RPBE looks out of place. Its exchange energy has the same upper limit on the gradient correction as PBE, while revPBE raises that limit by about half. If the limit governed the size of the crystal, revPBE would give the larger tungsten cell and RPBE would stay nearer to PBE. Instead, RPBE expands the starting cell by 3.34% and revPBE by 2.98%.

Bcc tungsten, one-atom primitive cell, fully relaxed with VASP 6.6.1: plane-wave DFT, W_sv PAW potentials, no spin polarisation or spin-orbit coupling, 600 eV cutoff, 12×12×12 k mesh, Fermi-Dirac smearing of 0.05 eV. Volume changes are relative to the starting cell of 15.85 Å³ per atom; a is the length of the primitive cell vectors.

```
 functional                            potentials  volume change (%)  relaxed length a (Å)
        LDA  VASP PAW LDA potentials, recommended             -2.260                 2.720
        PBE  VASP PAW PBE potentials, recommended              2.080                 2.760
     PBEsol  VASP PAW PBE potentials, recommended             -0.730                 2.734
     revPBE  VASP PAW PBE potentials, recommended              2.980                 2.768
       RPBE  VASP PAW PBE potentials, recommended              3.340                 2.771
       BLYP  VASP PAW PBE potentials, recommended              5.890                 2.793
       AM05  VASP PAW PBE potentials, recommended             -1.230                 2.729
       PW91  VASP PAW PBE potentials, recommended              2.530                 2.764
       SCAN  VASP PAW PBE potentials, recommended             -1.190                 2.730
 optB88-vdW  VASP PAW PBE potentials, recommended              1.930                 2.758
rev-vdW-DF2  VASP PAW PBE potentials, recommended              0.700                 2.747
  vdW-DF-cx  VASP PAW PBE potentials, recommended             -0.320                 2.738
```

The volume change is measured from the same starting cell in every row. The relaxed length is the distance between neighbouring atoms, not the edge of the cubic cell. By symmetry it is the same along all three cell vectors, so it repeats the information in the volume, with about one third of the percentage change. The question is what makes a functional push these atoms apart or pull them together.

A gradient-corrected functional multiplies the exchange energy of a uniform electron gas by a factor F(s). The reduced gradient s measures how quickly the electron density changes on the length scale set by the density itself. Exchange energy is negative, so a larger F lowers the energy of an uneven density. When the crystal expands, the density between the atoms thins out and its reduced gradient tends to rise. An F that rises faster with s rewards this change and acts as an outward pressure.

The crystal answers that pressure with its stiffness, so differences in stiffness could also shape the volumes. This can be tested with the energy ΔE released as the cell relaxes from its starting volume:

ΔE = ½ B V (ΔV/V)²

Here B is the bulk modulus, V the relaxed volume and ΔV the distance in volume from the start. For LDA, PBE, PBEsol, AM05 and SCAN, the calculations give values of B between 312 and 332 GPa. Stiffness is therefore similar in these five, although their volumes differ by several percent. The formula ignores that a crystal grows stiffer when compressed, which can shift each value by a few percent. BLYP is left out, because its large expansion makes this error greater.

Volume differences can thus be read as pressure differences, provided the other functionals give a similar stiffness. For revPBE and RPBE this is an assumption, because their outputs contain no relaxation energies to test it. From LDA to PBE the volume change rises by 4.34 percentage points, which corresponds to 319 GPa × 0.0434, or about 14 GPa. Held in the same cell, PBE tungsten would push outward by that much more than LDA tungsten. This is a large mechanical load, produced solely by a change in the computational description.

The odd order of RPBE and revPBE now becomes a question about the shape of F. Both keep the correlation energy of PBE and the same first rise of exchange, μs². They differ in how soon the rise is slowed:

PBE: F ≈ 1 + μs² − (μ²/κ)s⁴
revPBE: F ≈ 1 + μs² − (μ²/κ′)s⁴
RPBE: F ≈ 1 + μs² − (μ²/2κ)s⁴

The constant μ sets the first rise, κ the upper limit in PBE and RPBE, and κ′ the higher limit in revPBE. RPBE has the old limit but only half the early brake of PBE. revPBE weakens the brake less, because its limit is less than twice as high. If the crystal responds mainly to small and moderate gradients, RPBE must expand more, and the distant limit matters little.

This argument also gives the size of the effect. At small gradients, both functionals add to PBE an exchange energy proportional to the same s⁴ term. The unknown details of the tungsten density therefore cancel from the ratio of their volume steps:

(RPBE − PBE)/(revPBE − PBE) = 1/[2(1 − κ/κ′)]

The defining constants give κ/κ′ ≈ 0.65 and a ratio of about 1.41. The step from PBE to revPBE is 0.90 points, so the step to RPBE should be 0.90 × 1.41 ≈ 1.27 points. The computed step is 1.26 points.

The PBE and revPBE volumes enter this estimate, but the RPBE volume does not. The agreement supports a role for the early shape of F, though a single ratio cannot locate the responsible part of the atom. All three functionals also use atomic potentials made for PBE, and the effect of this on such small steps has not been tested. Comparing the full factors at s = 1 gives nearly the same ratio, 1.39, whereas at s = 2 it falls to 1.20. The analysis printed below applies this small-gradient model to the three related functionals and compares several of the other rows in pairs.

Exchange is only half of the balance. In functionals of the PBE family, the gradient correction makes correlation less favourable where the density is uneven. It therefore pulls the crystal inward while the exchange correction pushes it outward. A relaxed volume shows the outcome of this contest, not the strength of either side.

PBEsol shows why this matters. Its first exchange coefficient is 0.56 of the PBE value, yet its volume has moved only 0.35 of the way from LDA to PBE. The correlation coefficient is reduced less, to 0.69 of its PBE value. More of the inward pull than of the outward push survives, so the net expansion should indeed fall below the exchange share. This explains the direction of the shortfall; its exact size is less secure, because LDA uses its own atomic potentials while the other rows use those made for PBE.

The same balance accounts for another surprising row. rev-vdW-DF2 contains non-local correlation, the ingredient that describes dispersion attraction, and might be thought to shrink the metal. Yet its volume change lies 1.43 points above that of PBEsol, although the two exchange factors are very similar at small gradients. By the s⁴ estimate, exchange explains less than a tenth of a point. Most of the difference therefore points to correlation.

The apparent contradiction disappears once one asks what the non-local term replaces. It is added to the correlation of the uniform gas, in place of the gradient correction used by PBEsol. The comparison suggests that this replacement pulls tungsten inward less strongly. An attractive contribution between distant fragments need not make a dense metal smaller than another description of correlation does.

Even among functionals with non-local correlation, exchange can move the volume substantially. optB88-vdW and vdW-DF-cx use the same correlation, but their volume changes differ by 2.25 points. This pair isolates the effect of exchange within the calculation. It also shows that the label "vdW" alone does not tell a user whether a metal will come out large or small.

optB88-vdW ends up close to PBE, with 1.93% against 2.08%, but this need not mean that the two describe tungsten alike. At s = 1 its exchange factor rises 0.15 above the uniform-gas value, compared with 0.17 for PBE. If small gradients dominate here too, its outward push is weaker. A weaker inward pull from its non-local correlation could offset this, as the related term in rev-vdW-DF2 suggests. The near-equal volumes would then result from two differences that cancel.

When choosing a functional for tungsten, the broad order of the volumes is more useful than a fine ranking around zero. The starting cell, with a cube edge of roughly 3.2 Å, is close to that measured for tungsten at room temperature. The calculations leave out thermal and zero-point expansion, which together amount to a few tenths of a percent in volume. The small contraction with vdW-DF-cx, −0.32%, is therefore no clear error. The expansion with BLYP cannot be excused in this way, because including the missing effects would make its cell larger still.

BLYP expands the cell by 5.89%, which is 2.55 points beyond RPBE. Its LYP correlation does not reproduce the uniform electron gas, a serious weakness for a metal whose valence electrons are spread through the crystal. Its exchange factor also differs from those of the PBE family, so the excess cannot yet be divided between the two parts. Relaxing the same cell with BLYP's exchange and PBE's correlation would show how much of the expansion belongs to each.

Numerical output:

```
Bulk modulus from relaxation energy, LDA (GPa): 318
Bulk modulus from relaxation energy, PBE (GPa): 312.3
Bulk modulus from relaxation energy, PBEsol (GPa): 320.2
Bulk modulus from relaxation energy, AM05 (GPa): 331.5
Bulk modulus from relaxation energy, SCAN (GPa): 313.1
Mean bulk modulus of these five rows (GPa): 319
LDA to PBE volume step (points): 4.34
Pressure worth of the LDA to PBE step (GPa): 13.85
PBE to revPBE volume step (points): 0.9
PBE to RPBE volume step (points): 1.26
Ratio of RPBE step to revPBE step, table: 1.4
Same ratio after removing residual pressure: 1.411
Ratio predicted in the small-gradient limit: 1.412
Ratio of enhancement differences at s of 1: 1.387
Ratio of enhancement differences at s of 2: 1.203
Share of the LDA to PBE step present in PBEsol: 0.3525
Exchange gradient coefficient, PBEsol over PBE: 0.5626
Correlation gradient coefficient, PBEsol over PBE: 0.6897
rev-vdW-DF2 minus PBEsol, table (points): 1.43
Part of it expected from exchange by the s4 scale (points): 0.07644
optB88-vdW minus vdW-DF-cx, same correlation (points): 2.25
PBE exchange enhancement above 1 at s of 1: 0.1724
optB88 exchange enhancement above 1 at s of 1: 0.1462
optB88-vdW minus PBE (points): -0.15
BLYP minus RPBE (points): 2.55
PW91 minus PBE (points): 0.45
```
